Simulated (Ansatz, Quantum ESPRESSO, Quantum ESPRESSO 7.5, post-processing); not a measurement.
**Work function of Be(0001), 4 layers, one monolayer of B on fcc sites**

How much energy does it take to lift an electron out of Be(0001), 4 layers, one monolayer of B on fcc sites, and how far do the settings matter?

Calculated with Quantum ESPRESSO 7.5; plane-wave DFT, PBE, GBRV ultrasoft pseudopotentials (geometry and cross-check by Ansatz 0.2.0 with PAW datasets; geometry under PBE).

### 1. The starting structure

The cell holds 5 atoms: 4 Be and 1 B. Cell: a = 2.290 Å, b = 2.290 Å, c = 24.383 Å, α = 90.0°, β = 90.0°, γ = 60.0°. It derives from Be. Vacuum lies along c.

### 2. Relaxation with Ansatz

A relaxation in Ansatz fixes the structure of this slab for the runs on it.

File input.yaml:

```yaml
crystal:
  lattice:
    - [2.29, 0.0, 0.0]
    - [1.145, 1.9831981747, 0.0]
    - [0.0, 0.0, 24.382645]
  atoms:
    - { symbol: Be, position: [0.6666666667, 0.6666666667, 0.3404060552] }
    - { symbol: Be, position: [0.0, 0.0, 0.4139917962] }
    - { symbol: Be, position: [0.6666666667, 0.6666666667, 0.4875775372] }
    - { symbol: Be, position: [0.0, 0.0, 0.5611632782] }
    - { symbol: B, position: [0.3333333333, 0.3333333333, 0.6112587816] }
kpoints:
  mp_grid: { grid: [12, 12, 1] }
hamiltonian:
  xc: pbe
scf:
  occupations: { method: fermi_dirac, width: 0.1 }
  convergence: { dr2_threshold: 1.0e-08 }
efield:
  axis: 3
  dipole_correction: true
  ramp_position: 0.97
  ramp_width: 0.04
relax:
  f_tol: 0.01
  constraints: [{ sites: [0, 1] }]
output:
  write_potential: true
  write_density: true
  volumetric_format: npy
```

On the command line:

```console
ansatz run input.yaml --threads 2 --pin off --max-ram 4096MiB --backend cpu --events-out ev --progress --plain --runs-dir out
```

The runs that follow: SCF with pw.x; electrostatic potential; density by pp.x; projected density of states; ground state: open boundaries by the effective screening medium; SCF with pw.x: PBEsol, GBRV ultrasoft; ground state: LDA, PseudoDojo norm-conserving; self-consistent run: LDA, GBRV ultrasoft; all levels side by side; SCF with pw.x, with smearing = gaussian, degauss = 0.01, mixing_mode = plain and mixing_beta = 0.2 and more; self-consistent run, with ISMEAR = 400; A check by hand. Settings of the main run: tefield on, dipfield on, cutoff 40 Ry, smearing, Marzari-Vanderbilt smearing, smearing width 0.02 Ry, edir 3, emaxpos 0.97, eopreg 0.04, eamp 0 Hartree a.u., SCF threshold 1.00e-7 Ry, gbrv-pbe-1.5 potentials, 12×12×1 k-mesh.

Q: Predict the work function of the covered face, PBE, GBRV; work function of the bare face, PBE, GBRV; and covered face by Ansatz.

At the first level (PBE, GBRV ultrasoft) the work function comes to 5.18 eV on the upper face and 5.14 eV on the lower. The B layer ends 1.60 Å above the top metal plane and leaves the work function within 0.05 eV of the bare face. This is the step −180.95 p/A = +0.03 eV of the slab's dipole p = -8.12e-4 e Å, which the dipole correction builds in. The bare face is held at bulk positions, so it is no relaxed clean surface.

* work function of the covered face, PBE, GBRV: 5.18 eV
* work function of the bare face, PBE, GBRV: 5.14 eV
* covered face by ESM: 5.19 eV
* dipole along the normal: -8.1e-4 e·Å
* covered face by Ansatz: 5.18 eV

ESM differs from the periodic treatment by +13 meV on the upper face and +4 meV on the lower; the slab's dipole converges slowly, so differences of this size remain at the threshold used. Over the levels tried the upper face spans 5.18 eV (QE PBE GBRV, sawtooth) to 5.37 eV (QE LDA GBRV ultrasoft, ESM bc1). Quantum ESPRESSO and Ansatz give 5.18 and 5.18 eV for the upper face, which agree. Ansatz ran with Fermi-Dirac smearing of 0.1 eV against cold smearing of 0.02 Ry, which alone can move a level by some tens of meV. With 12×12 points and so few layers the values hold to some 0.05 to 0.1 eV. The slab is cut at a tabulated measured bulk lattice constant, given to two decimals. A full 1×1 monolayer may not be the stable structure at this coverage.

[Logs are printed without paths, hosts, clocks, repeated set-up lines and the standing remarks that a program may print on its own settings, such as how far it seeks lower states.]

[Hosts, paths, dates, database ids (printed as entryN), source tags and the programs' standing remarks are cut or masked in the printed files.]

[Maps of the electrostatic potential energy from Ansatz leave out the sawtooth potential of an applied field or a dipole correction, so their vacuum need not be flat; planar profiles and work functions include it.]
